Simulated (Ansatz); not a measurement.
An Ansatz input and the part of its output that reports the observables at the nuclei.

The cell is an entry of the Crystallography Open Database (COD), ions relaxed with PBE at fixed cell.

```yaml
crystal:
  lattice:
    - [3.8227, 0.0, 0.0]
    - [-1.91135, 3.310555311, 0.0]
    - [0.0, 0.0, 6.2607]
  atoms:
    - { symbol: Zn, position: [0.3333333333, 0.6666666667, 0.0] }
    - { symbol: Zn, position: [0.6666666667, 0.3333333333, 0.5] }
    - { symbol: S, position: [0.3333333333, 0.6666666667, 0.3748] }
    - { symbol: S, position: [0.6666666667, 0.3333333333, 0.8748] }
kpoints:
  mp_grid: { grid: [13, 13, 7] }
scf:
  occupations: { method: fermi_dirac, width: 0.02 }
hamiltonian:
  xc: r2scan
  pseudopotentials: { kind: paw }
output:
  forces: true
  stress: true
  populations: true
  efg:
    quadrupole_moments_barn: { Zn: 0.122, S: -0.0694 }
    contact_densities: true
```

```sh
ansatz run input.yaml --threads 1 --pin off --max-ram 3072MiB --backend cpu --events-out ev --progress --plain --runs-dir out
```

Of the output, the block on the nuclei alone is shown; the set-up, the SCF iterations, energies, forces and stress are cut.

```
--- PAW observables at the nuclei: V_zz in 10²¹ V/m², potentials from the cell's mean, atoms counted from 1 ---
  atom   1  Zn V_zz =    +0.061422   η = 0.0000   by run symmetry: allowed   C_q = +0.1812 MHz
            electrostatic potential = -3942.256035 V   contact ρ = 166447.612302 e/Å³
  atom   2  Zn V_zz =    +0.061422   η = 0.0000   by run symmetry: allowed   C_q = +0.1812 MHz
            electrostatic potential = -3942.256035 V   contact ρ = 166447.612302 e/Å³
  atom   3  S  V_zz =    +0.221962   η = 0.0000   by run symmetry: allowed   C_q = -0.3725 MHz
            electrostatic potential = -1632.499782 V   contact ρ = 19735.033207 e/Å³
  atom   4  S  V_zz =    +0.221962   η = 0.0000   by run symmetry: allowed   C_q = -0.3725 MHz
            electrostatic potential = -1632.499782 V   contact ρ = 19735.033207 e/Å³
```

Hardware: 1 thread of Intel Xeon 6975P-C (Granite Rapids) (x86_64; 16 cores open to the job, memory cap 3.0 GiB, no GPU), a shared host with a load of 2.1 a core. Wall time 23 s, CPU time 22 s, peak memory 0.6 GiB.

With these PAW files V_zz is typically within 2 to 3 % of all-electron values, but misses above 10 % occur on Zn.
